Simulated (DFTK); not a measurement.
## Si in DFTK: convergence with smearing width

Crystal: Si.

```xyz
1
Lattice="-1.6333 1.6898 1.2044 1.6835 -1.6917 1.2639 1.6421 1.7003 -1.2069" Properties=species:S:1:pos:R:3 pbc="T T T"
Si    0.0000    0.0000    0.0000
```

The cell isn't the ideal one: cell strained at random.

| Quantity | Value |
| --- | --- |
| Program | DFTK 0.8.2 |
| Task | convergence study |
| Functional | LDA |
| Potentials or basis | cp2k.nc.sr.lda.v0_1.semicore.gth (LDA, GTH) |
| Cutoff | 816 eV |
| k mesh | 6 × 6 × 5 |
| Occupations | fermi-dirac, width 0.5 eV |
| Spin | collinear spin, ferromagnetic start |
| Starting moments | [0.5] μB |

These are the settings of the first run; the series varies smearing width, with any setting tied to it.

Hardware: 1 thread of Intel(R) Xeon(R) 6975P-C (Granite Rapids) (shared host).

Problem. The values tried are 0.5 eV, 0.3 eV, 0.2 eV, 0.1 eV, 0.05 eV, 0.025 eV, 0.01 eV, loosest first. From which on does the energy stay within 1 meV/atom of the tightest run that finished?

Solution. From 0.1 eV on.

| smearing width | energy less the tightest run, at zero smearing (meV/atom) | pressure (GPa) | SCF cycles |
| --- | --- | --- | --- |
| 0.5 eV | -6.67 | 2.08 | 8 |
| 0.3 eV | -2.99 | 1.15 | 8 |
| 0.2 eV | -1.55 | 0.93 | 8 |
| 0.1 eV | -0.39 | 0.94 | 8 |
| 0.05 eV | -0.05 | 1.01 | 8 |
| 0.025 eV | -0.02 | 1.08 | 8 |
| 0.01 eV | 0.00 | 1.10 | 8 |

Against the tightest run, the pressure stays within 0.1 GPa from 0.05 eV on. Narrower smearing needs a denser k mesh, so at a fixed mesh the narrowest width isn't the most accurate. The tightest run that finished is the yardstick and may itself not be fully converged.

Caveat, for the tightest run too: the k mesh is coarse (spacing up to 0.53 Å⁻¹), so the values aren't converged; GTH potentials come without recommended cutoffs, and this one wasn't checked for convergence.
